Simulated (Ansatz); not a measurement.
Level of theory: Ansatz 0.2.0, DFT PBE, scalar-relativistic, plane waves, PAW. Settings of the last relaxation (2-atom cell): 420 eV, 20×20×20 k points, Gaussian smearing of 0.10 eV, collinear spin.

Formation energies are uncorrected and refer to the elements' standard structures at the same level.

Problem. Propose a candidate for a cubic metal made of Co and Fe, with a formation energy near −0.07 eV/atom, about 12 Å³ per atom and a net moment near 2.3 μB per atom, in a cell of 2 atoms.

Solution. FeCo, space group Pm-3m (No. 221). Around Fe lie 8 Co at 2.46 Å and 6 Fe at 2.84 Å; Co has 8 Fe at 2.46 Å and 6 Co at 2.84 Å.

```cif
data_structure
_symmetry_space_group_name_H-M 'Pm-3m'
_symmetry_Int_Tables_number 221
_cell_length_a 2.8448
_cell_length_b 2.8448
_cell_length_c 2.8448
_cell_angle_alpha 90.000
_cell_angle_beta 90.000
_cell_angle_gamma 90.000
_cell_volume 23.02
loop_
_atom_site_label
_atom_site_type_symbol
_atom_site_symmetry_multiplicity
_atom_site_Wyckoff_symbol
_atom_site_fract_x
_atom_site_fract_y
_atom_site_fract_z
_atom_site_occupancy
Fe1 Fe 1 a 0.00000 0.00000 0.00000 1
Co1 Co 1 b 0.50000 0.50000 0.50000 1
```

| Item | Value |
| --- | --- |
| Volume per atom | 11.51 Å³ |
| Density | 8.28 g/cm³ |
| Energy over the elements | −0.07 eV/atom |
| Gap on the 20×20×20 mesh of the 2-atom cell | 0 eV (a metal) |
| Net moment per atom | 2.26 μB |
| Moment by site | Fe 2.8; Co 1.8 μB |

The cell was reached from a generator's guess, though it ends in a space group that the Crystallography Open Database lists for this formula. Other answers may fit too; this one was computed.

Another magnetic order may lie lower. Symmetry constrained the relaxation, so the result can be a saddle point. Site moments count only spheres around the atoms; the net moment includes the space between them.
